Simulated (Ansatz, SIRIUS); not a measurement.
Given: the input of a run of SIRIUS 7.10.0 on Hf. This isn't the form of Hf at room conditions, which is hcp.

The input sirius.json:

```json
{
  "control": {
    "processing_unit": "cpu",
    "verbosity": 2,
    "num_bands_to_print": 13,
    "print_forces": true,
    "print_stress": true
  },
  "parameters": {
    "electronic_structure_method": "pseudopotential",
    "xc_functionals": ["XC_GGA_X_PBE", "XC_GGA_C_PBE"],
    "gk_cutoff": 7.7,
    "pw_cutoff": 15.4,
    "ngridk": [9, 9, 9],
    "shiftk": [0, 0, 0],
    "smearing": "fermi_dirac",
    "smearing_width": 0.0018374661,
    "num_bands": 13,
    "num_mag_dims": 0,
    "num_dft_iter": 100,
    "energy_tol": 1e-08,
    "density_tol": 1e-06
  },
  "iterative_solver": {
    "type": "davidson",
    "min_tolerance": 1e-09,
    "tolerance_scale": [0.1, 0.25]
  },
  "mixer": {
    "type": "anderson",
    "beta": 0.7,
    "max_history": 8
  },
  "settings": {
    "tol_ne": 1e-10,
    "pseudo_grid_cutoff": 6.5
  },
  "unit_cell": {
    "lattice_vectors": [
      [5.506302879196, 0.0, 0.0],
      [0.0, 5.506302879196, 0.0],
      [0.0, 0.0, 5.506302879196]
    ],
    "atom_coordinate_units": "lattice",
    "atom_types": ["Hf"],
    "atom_files": {
      "Hf": "Hf.json"
    },
    "atoms": {
      "Hf": [
        [0.5, 0.5, 0.5]
      ]
    }
  }
}
```

Potentials or basis: PseudoDojo 0.4.1 PBE standard (scalar relativistic).

Launch:

```console
$ upf_to_json Hf.upf
$ OMP_NUM_THREADS=1 sirius.scf --input=sirius.json --output=out.json --task=0
```

Question: Set up the same calculation for Ansatz 0.2.0. Potentials or basis there: Ansatz PAW, cutoff 420 eV.

Answer: As run (cutoffs and basis follow the program's own potentials, and thresholds, step limits or extra output files can differ):

input.yaml

```yaml
crystal:
  lattice:
    - [2.91381, 0.0, 0.0]
    - [0.0, 2.91381, 0.0]
    - [0.0, 0.0, 2.91381]
  atoms:
    - { symbol: Hf, position: [0.5, 0.5, 0.5] }
hamiltonian:
  xc: pbe
  pseudopotentials: { kind: paw }
kpoints:
  mp_grid: { grid: [9, 9, 9] }
scf:
  occupations: { method: fermi_dirac, width: 0.05 }
output:
  forces: true
  stress: true
  eigenvalues: true
```

Potentials or basis: Ansatz PAW.

Launch:

```console
$ ansatz run input.yaml --threads 1 --pin off --max-ram 3584MiB --backend cpu --events-out ev --progress --plain --runs-dir out
```

Both were run:

|  | SIRIUS | Ansatz |
| --- | --- | --- |
| Pressure | 0.3 GPa | 0.1 GPa |

Ansatz's pressure holds a Pulay term of +0.03 GPa for its cutoff of 420 eV, which the other run lacks.

The potentials hold 12 and 26 valence electrons a cell.

Where Ansatz's input types no cutoff or centring, it takes its own default and a Γ-centred mesh.

Pressure is positive in compression.
